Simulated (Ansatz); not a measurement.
# CaSe (Fm-3m) in Ansatz: band structure with HSE06

Aim: the band structure of CaSe with HSE06.

All numbers are computed with Ansatz 0.2.0; they aren't measurements. Logs are shortened: lines on timing, memory, paths and dates and some standing lists are left out, and cuts for length are marked.

**Experimental background.**

A printed reference work, monograph, original work of 1988 reports, for a bulk crystal of CaSe at 2 K: band gap 3.85 eV (indirect).

The runs below are set against these values where they give the same quantity.

## (1) The structure

Symmetry: Fm-3m, No. 225, cubic system. The conventional cell has a = 5.912 Å, b = 5.912 Å, c = 5.912 Å, α = 90.00°, β = 90.00°, γ = 90.00°. Se (site symmetry m-3m) has 6 Ca at 2.96 Å as nearest neighbours. Ca (site symmetry m-3m) has 6 Se at 2.96 Å as nearest neighbours.

## (2) Band structure, HSE06

input reads:

```
crystal:
  lattice:
    - [0.0, 2.956, 2.956]
    - [2.956, 0.0, 2.956]
    - [2.956, 2.956, 0.0]
  atoms:
    - { symbol: Se, position: [0.5, 0.5, 0.5] }
    - { symbol: Ca, position: [0.0, 0.0, 0.0] }
hamiltonian:
  xc: hse06
  pseudopotentials: { kind: paw }
kpoints:
  mp_grid: { grid: [6, 6, 6] }
  band_path:
    path:
      - [[0.0, 0.0, 0.0], [0.5, 0.0, 0.5], [0.5, 0.25, 0.75], [0.375, 0.375, 0.75], [0.0, 0.0, 0.0], [0.5, 0.5, 0.5], [0.625, 0.25, 0.625], [0.5, 0.25, 0.75], [0.5, 0.5, 0.5], [0.375, 0.375, 0.75]]
      - [[0.625, 0.25, 0.625], [0.5, 0.0, 0.5]]
    npoints: 4
scf:
  occupations: { method: fermi_dirac, width: 0.05 }
  n_extra_bands: 6
output:
  forces: true
  stress: true
  eigenvalues: true
  fatbands: false
```

Potentials or basis: Ansatz PAW.

The program printed:

```text
Warning: output.stress: scf.convergence.dr2_threshold = 1e-7 eV (the SCF's general default) is looser than the 2e-10 eV advised for a printed stress (1e-10 eV for each atom of the cell: 2). What an SCF threshold leaves in a stress goes as its square root, and in the free energy as the threshold itself, and one threshold admits the most on a small cell: of the crystals measured, under no hybrid functional and no lock of the moments, on runs that ended without the residual-converged pass, on stresses that held no estimate of that error, the worst erred by over 100 MPa in a component at 1e-7 eV an atom and by under 5 at 1e-10. Set scf.convergence.dr2_threshold to 2e-10 eV or tighter. The threshold is an SCF's pass mark: one that does not reach it within its budget of iterations ends unconverged, or closes short of it on a stop that the run arms, and scf.convergence.dr2_threshold's page says what that costs each kind of run
Warning: output.stress: scf.exx.energy_threshold = 1e-6 eV is looser than the 2e-8 eV advised for a stress under a hybrid functional (1e-8 eV for each atom of the cell: 2). Every SCF of the exchange loop can meet its threshold on dr2 while the loop round them stops early: no threshold on dr2 bounds what that leaves in the stress. Set scf.exx.energy_threshold to 2e-8 eV or tighter. The threshold is the loop's pass mark: a loop that does not reach it within its budget of cycles ends unconverged, and scf.exx.energy_threshold's page has the law
scf.n_extra_bands = 6 over 13 filled bands (N_el = 26.0): the run solves 19 bands
GPUs: using 1 of 1 available (devices: 1).
Engine: ansatz 0.2.0, x86_64-unknown-linux-gnu
Pseudopotentials: kind: paw
Pseudopotential: Se, paw, valence charge 16, recommended cutoff 420 eV (normal), Se.paw.azcp
Pseudopotential: Ca, paw, valence charge 10, recommended cutoff 420 eV (normal), Ca.paw.azcp
Functional definition: HSE06
  parameter a = 0.25
  parameter omega = 0.11/bohr
  exchange = pbe_x - a*pbe_x_sr(omega) + a*exact_x_sr(omega)
  correlation = pbe_c
device memory: the entry about to start is reckoned to put 0.5 GiB on a device that reports 39.3 GiB free (of which the cap on the GPU budget leaves the run 18.0 GiB)
GPU FFT provider: cuFFT
GPU libraries: cuBLAS 13.8.2, cuFFT 12.4.0, cuSOLVER 12.3.4
Crystal: 2 atoms, lattice volume = 51.659 Å³
Basis set: ecut = 420 eV, 965 PW (Γ), exchange–correlation on 60×60×60 points (8 copies of the dense FFT grid, shifted against one another)
Bands: 19, of which v1, the nominal top of the filled ones, is band 13 counted from 1 (12 counted from 0)
Symmetry: 48 space group operations
Space group: Fm-3m (ITA 225), of the structure as read, at distance tolerance 3.7e-5 Å
k-points: 16 of 216
Non-local potential: Se, projectors of the file, l = 0: 2, l = 1: 2, l = 2: 3, l = 3: 1
Non-local potential: Ca, projectors of the file, l = 0: 3, l = 1: 2, l = 2: 2
PAW form: soft (Blöchl's): semilocal exchange-correlation on the pseudo side does not see the compensation charge
PAW frozen core: Se, regenerated for the run's functional, and the local potential with it (the file was generated under x = pbe(κ = 0.804, μ = 0.2195149727645171), c = pbe(β = 0.06672455060314922))
PAW frozen core: Ca, regenerated for the run's functional, and the local potential with it (the file was generated under x = pbe(κ = 0.804, μ = 0.2195149727645171), c = pbe(β = 0.06672455060314922))
PAW one-centre angular grid: Se, 590 points (default); XC on 64 Gauss nodes
PAW one-centre angular grid: Ca, 110 points (default); XC on 64 Gauss nodes
Initial density: superposition of atomic densities (neutral atoms: chi_scale 0, normalization atom), corrected by the library's trained network
Initial wavefunctions: pseudopotential atomic-orbital guess
GPU buffer pool allocated for 27000 grid points (all kernels)
GPU transforms: local potential and band sums: pruned to the plane-wave sphere, on 27×27×27
[... 34 lines left out ...]
preconditioner: auto → none  [insulator: Δε(μ)=2.969 eV  Ē_g=11.170 eV  σ=0.050 eV  W_gap=1.00  n_scr=14 (ndim 8)  ℏωp=14.6 eV  f_vac=0.001  D(μ)=0.00/eV (n_scr^D=0)]
SCF iter   2: F=—  HF=-7292.542452 eV  |F-HF|=—  |Δ(HF+E_count)|=   7.40e-9  Δρ=1.66e-5  dr2=7.39e-8  ethr=1.45e-9  ⟨swp⟩=4.4  Hψ=855  notcnv=0
SCF iter   3: F=—  HF=-7292.542452 eV  |F-HF|=—  |Δ(HF+E_count)|=   7.95e-9  Δρ=5.80e-6  dr2=2.89e-8  ethr=1.59e-10  ⟨swp⟩=3.2  Hψ=676  notcnv=0
SCF iter   4: F=-7292.542453 eV  HF=-7292.542453 eV  |F-HF|=2.59e-9  |Δ(HF+E_count)|=   1.59e-7  Δρ=2.36e-6  dr2=1.71e-9  ethr=1.79e-11  ⟨swp⟩=5.1  Hψ=1114  notcnv=0  defer=1
SCF 3 converged in 4 iterations: F = -7292.542453 eV  dr2 = 1.71e-9
  Residual-converged pass: ⟨swp⟩=2.1  Hψ=452  notcnv=0  max |occ|·‖R‖ = 2.4e-6 eV (tolerance 2.4e-6 eV)  dr2=1.71e-9  dr2_onsite=2.30e-9  max |Δocc| = 2.1e-23
hybrid outer 2: dexx = +2.258e-7 eV, tail = 1.41e-8 eV, Δε = 2.08e-3 eV (about 7.70e-5 eV left of the loop's levels)
device memory: the entry about to start is reckoned to put 0.4 GiB on a device that reports 40.5 GiB free (of which the cap on the GPU budget leaves the run 18.0 GiB)
NSCF: frozen V_eff on 42 k-points, pencils in batches of 32, up to order 84
hybrid SCF converged: 2 outer / 11 inner (+2 warm-up), last move |dexx| = 2.26e-7 eV, tail = 1.41e-8 eV
Stability not checked: this state was not tested for a lower state beside it, because the functional holds exact exchange (a hybrid, or Hartree-Fock), whose exchange loop this test does not read (fock_operator; see scf.lower_state_search)
Free energy (F): -7292.542453 eV
Frozen-core exchange: fock
Harris-Foulkes:  -7292.542453 eV  (|F-HF|=2.59e-9)
Internal energy: -7292.542453 eV  (E = F + TS)
E sigma→0 (E₀):  -7292.542453 eV
Fermi energy:    8.019922 eV
--- Per-component energies (eV) ---
  E_band       = -579.298011
  E_kinetic    = 397.890212
  E_local      = -3200.485669  (includes V_loc(G=0)·N_el)
  E_nonlocal   = -534.285574
  E_hartree    = 1470.926703
  E_xc         = -194.830076
  E_vxc        = -216.281226  (∫ρ·V_xc dr)
  E_exx        = -97.154296  (= α·E_x^exact, valence–valence)
  E_paw        = -2720.945601  (= ΣΔE_a)
  E_vpaw       = 226.318482  (= ΣTr[D̂ρ^β])
  E_aug_tail   = -0.000594  (compensation charges beyond the density's cutoff)
  E_ewald      = -2412.434353
  E_core_change = -1.223205  (= ΣΔE_core)
  E_smearing   = -0.000000  (= −TS)
  E_closure    = -0.000000  (closes the sum)
  Σ components = -7292.542453   (vs F -7292.542453, Δ=9.09e-13)
--- Forces (eV/Å), atoms counted from 1 ---
  atom   1  Se    -0.00000000     0.00000000    -0.00000000
  atom   2  Ca     0.00000000    -0.00000000     0.00000000
  max |Σ_I F_I| component: 1.07e-27 eV/Å
--- Stress (GPa, compression-positive) ---
        0.796448       0.000000       0.000000
        0.000000       0.796448       0.000000
        0.000000       0.000000       0.796448
  P = ⅓ Tr σ = 0.7964 GPa (7.964 kbar)
--- Band table (eV; the first three rows and the last of 16) ---
  k-point 0: bands = ["-42.8927", "-42.8927", "-42.8878", "-42.8878", "-42.8878", "-36.3006", "-15.8151", "-15.8151", "-15.8151", "-6.3592", "6.5353", "6.5353", "6.5353", "10.8415", "11.4535", "11.4535", "11.4535", "12.0966", "12.0966"]
  k-point 1: bands = ["-42.8927", "-42.8927", "-42.8878", "-42.8878", "-42.8878", "-36.2988", "-15.8479", "-15.8166", "-15.8166", "-6.1759", "5.2920", "6.1429", "6.1429", "11.2537", "11.8585", "11.8585", "12.4442", "12.8303", "12.8303"]
  k-point 2: bands = ["-42.8927", "-42.8927", "-42.8878", "-42.8878", "-42.8877", "-36.2952", "-15.9120", "-15.8196", "-15.8196", "-5.7769", "3.6276", "5.5327", "5.5327", "11.4922", "12.8182", "12.8182", "13.9604", "14.4233", "14.4233"]
  k-point 15: bands = ["-42.8928", "-42.8926", "-42.8878", "-42.8877", "-42.8876", "-36.2905", "-15.8935", "-15.8657", "-15.8565", "-5.6071", "4.0048", "4.8074", "4.9003", "10.9199", "12.9523", "13.3412", "13.8794", "14.2714", "14.8710"]
```

bands.tsv:

```text
# k_distance	band_0	band_1	band_2	band_3	band_4	band_5	band_6	band_7	band_8	band_9	band_10	band_11	band_12	band_13	band_14	band_15	band_16	band_17	band_18
[... 59 lines left out ...]
6.634351	-50.912707	-50.912554	-50.907725	-50.907570	-50.907568	-44.310376	-23.923261	-23.880757	-23.868783	-13.674509	-4.216895	-2.948085	-2.583340	1.915372	4.952580	5.244765	6.123439	6.135048	6.144427
6.728289	-50.912716	-50.912552	-50.907732	-50.907565	-50.907564	-44.310333	-23.926452	-23.874256	-23.871143	-13.695289	-4.275568	-2.647484	-2.544305	1.603231	4.652808	5.056174	6.146309	6.218287	6.220082
6.822227	-50.912718	-50.912549	-50.907736	-50.907561	-50.907561	-44.310322	-23.927537	-23.871957	-23.871957	-13.702806	-4.295172	-2.530061	-2.530061	1.484457	4.544977	4.991930	6.157616	6.245193	6.245193
```

Wall time 61 s (1 × NVIDIA H100 80GB HBM3 with 2 threads of AMD EPYC 7R13 (Zen 3), shared host); peak memory 2.4 GiB.

What came out:

```yaml
Free_energy: -7292.5425 eV
Pressure: 0.8 GPa
Band_gap_on_the_k_mesh: 2.97 eV, indirect (least direct gap 4.01 eV)
Band_gap_along_the_path: 2.97 eV, indirect (least direct gap 4.01 eV)
```

Levels at the corners of the path, in eV from the valence-band top:
| point | band 10 | band 11 | band 12 | band 13 | band 14 | band 15 | band 16 | band 17 |
| --- | --- | --- | --- | --- | --- | --- | --- | --- |
| Γ | -12.89 | 0.00 | 0.00 | 0.00 | 4.31 | 4.92 | 4.92 | 4.92 |
| X | -12.22 | -2.81 | -1.05 | -1.05 | 2.97 | 6.03 | 6.48 | 7.64 |
| W | -12.12 | -2.18 | -2.18 | -1.81 | 5.64 | 5.64 | 6.48 | 7.30 |
| K | -12.13 | -2.50 | -2.23 | -1.21 | 4.33 | 7.01 | 7.26 | 7.33 |
| Γ | -12.89 | 0.00 | 0.00 | 0.00 | 4.31 | 4.92 | 4.92 | 4.92 |
| L | -12.09 | -3.59 | -1.25 | -1.25 | 5.38 | 6.98 | 7.09 | 7.09 |
| U | -12.13 | -2.50 | -2.23 | -1.21 | 4.33 | 7.01 | 7.26 | 7.33 |
| W | -12.12 | -2.18 | -2.18 | -1.81 | 5.64 | 5.64 | 6.48 | 7.30 |
| L | -12.09 | -3.59 | -1.25 | -1.25 | 5.38 | 6.98 | 7.09 | 7.09 |
| K | -12.13 | -2.50 | -2.23 | -1.21 | 4.33 | 7.01 | 7.26 | 7.33 |
| U | -12.13 | -2.50 | -2.23 | -1.21 | 4.33 | 7.01 | 7.26 | 7.33 |
| X | -12.22 | -2.81 | -1.05 | -1.05 | 2.97 | 6.03 | 6.48 | 7.64 |

Caveat: the PAW data sets come from PBE, with cores solved anew for the run's functional, which leaves a small shift of forces and pressure; the thresholds are loose for stress.

## (3) Against experiment

Step 2. Against the measured gap of CaSe, 3.85 eV (indirect; 2 K; a printed reference work, monograph, original work of 1988), the calculated 2.97 eV is off by -0.88 eV. Spin-orbit coupling on Se is left out. The value is that of HSE06, without temperature or zero-point motion.
